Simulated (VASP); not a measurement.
A run of VASP 6.6.1 is set up as follows.

The input INCAR:

```
PREC = Accurate
ENCUT = 600
EDIFF = 1E-7
ISMEAR = 0
SIGMA = 0.03
LREAL = F
LASPH = T
NELM = 80
ALGO = Normal
ISIF = 3
LWAVE = F
LCHARG = F
GGA = PS
IBRION = 2
NSW = 90
EDIFFG = -0.005
```

Contents of KPOINTS:

```
regular mesh
0
Gamma
  10 10 10
```

The input POSCAR:

```
SnSe                                    
1.0
   -0.0000000000      2.9758393126      2.9758393126
    2.9758393126      0.0000000000      2.9758393126
    2.9758393126      2.9758393126     -0.0000000000
  Sn              Se            
     1     1
Direct
     0.0000000000000000    0.0000000000000000    0.0000000000000000
     0.5000000000000000    0.5000000000000000    0.5000000000000000
```

Potentials or basis: VASP PAW PBE potentials, release 64 (Sn_d, Se).

Command:

```sh
$ cat potpaw_PBE.64/Sn_d/POTCAR potpaw_PBE.64/Se/POTCAR > POTCAR
$ mpirun -np 1 vasp_std > vasp.out
```

(1) Estimate the band gap on the k mesh.

Results:

(1) 0.48 eV, indirect (least direct gap 0.58 eV).

Caveat: the relaxation stopped at its first step, so nothing moved; spin-orbit coupling is left out, which moves the levels of the heavy elements.
